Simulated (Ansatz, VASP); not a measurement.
**Two plane-wave programs on Ca8HF17**

```
Ca F H
1.0
     7.56392    0.00000    0.00000
     0.00000    5.34850    0.00000
     0.00000    0.00000   16.67294
Ca F H
8 17 1
Direct
  0.00000 0.00000 0.05998
  0.74921 0.49953 0.16732
  0.24997 0.49977 0.16546
  0.50000 0.00000 0.05998
  0.49887 0.01104 0.28490
  0.24618 0.49611 0.38333
  0.77691 0.47980 0.39044
  0.00205 0.99154 0.28555
  0.25000 0.25000 0.05998
  0.00071 0.24625 0.16848
  0.99581 0.75075 0.17128
  0.25000 0.75000 0.05998
  0.50289 0.75748 0.16934
  0.75000 0.75000 0.05998
  0.75000 0.25000 0.05998
  0.50043 0.25081 0.17004
  0.75921 0.23870 0.27997
  0.50796 0.31421 0.38516
  0.42834 0.82157 0.40967
  0.73527 0.74372 0.28912
  0.66416 0.71870 0.48779
  0.25681 0.74653 0.27745
  0.24694 0.24330 0.27850
  0.01294 0.24390 0.39683
  0.00888 0.72964 0.38997
  0.54920 0.78055 0.45575
```

Alike in both runs: functional LDA; k mesh 2 × 2 × 1; occupations fermi-dirac, width 0.05 eV; no spin polarisation.

Ansatz relaxed the structure, and its values are those at the end. VASP's run is a single point on that final structure, the one shown.

```csv
,VASP,Ansatz
version,VASP 6.6.1,Ansatz 0.2.0
potentials or method,"VASP PAW LDA potentials, release 64 (Ca_sv, F, H)","scalar-relativistic, plane waves, PAW"
plane-wave cutoff (eV),520,420
valence electrons in the cell,200,200
```

|  | VASP | Ansatz | Ansatz less VASP |
| --- | --- | --- | --- |
| gap on the k mesh at the Fermi level (eV) | 5.69 | 5.70 | +0.011 |
| rms of the force components (eV/Å) | 0.261 | 0.264 | +0.0035 |

Ansatz warned: «xc_potential_rough_in_thin_density».

Caveats: the k mesh is coarse (spacing up to 0.59 Å⁻¹), so the values aren't converged. A hybrid or GW would open this gap; LDA tends to underestimate it.
